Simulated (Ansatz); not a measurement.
# InAs: the cost of one run

Method: DFT PBEsol, scalar-relativistic, plane waves, PAW, in Ansatz 0.2.0.

The COD entry's cell or inner coordinates are ideal or old and differ from later refinements, so a difference from it is no clean test against experiment.

2 further runs of the same task are left out: 2 set aside as unsound or not needed.

### 1 Starting point

It takes space group F-43m (No. 216, cubic). The conventional cell has a = 6.087 Å, b = 6.087 Å, c = 6.087 Å, α = 90.00°, β = 90.00°, γ = 90.00°. In (site symmetry -43m) has 4 As at 2.64 Å as nearest neighbours. Around As (site symmetry -43m) lie 4 In at 2.64 Å.

As a file:

```cif
data_structure
_symmetry_space_group_name_H-M 'F-43m'
_symmetry_Int_Tables_number 216
_cell_length_a 6.0875
_cell_length_b 6.0875
_cell_length_c 6.0875
_cell_angle_alpha 90.000
_cell_angle_beta 90.000
_cell_angle_gamma 90.000
_cell_volume 225.58
loop_
_atom_site_label
_atom_site_type_symbol
_atom_site_symmetry_multiplicity
_atom_site_Wyckoff_symbol
_atom_site_fract_x
_atom_site_fract_y
_atom_site_fract_z
_atom_site_occupancy
In1 In 4 a 0.00000 0.00000 0.00000 1
As1 As 4 c 0.25000 0.25000 0.25000 1
```

This cell was relaxed beforehand with the same method: volume 28.20 Å³/atom, gap on the mesh none (metal).

### 2 Bulk reference on the slab's mesh

input.yaml reads:

```yaml
crystal:
  lattice:
    - [6.087465924, 0.0, 0.0]
    - [-3.043732962, 6.8059938083, 0.0]
    - [3.043732962, 2.7223975233, 1.3611987617]
  atoms:
    - { symbol: In, position: [0.0, 0.0, 0.0] }
    - { symbol: As, position: [0.75, 0.5, 0.5] }
basis:
  ecutwfc: 420
kpoints:
  mp_grid: { grid: [6, 5, 25] }
hamiltonian:
  xc: pbesol
scf:
  occupations: { method: gaussian, width: 0.1 }
output:
  forces: true
  stress: true
  eigenvalues: true
```

The run is started by

```sh
ansatz run input.yaml --threads 2 --pin off --max-ram 5120MiB --backend cpu --events-out ev --progress --plain --runs-dir out
```

**Question.** How long does this run take on 2 threads of Arm Neoverse V2, shared host, and how much memory does it need?

About 13 s, with a peak of 0.64 GiB.
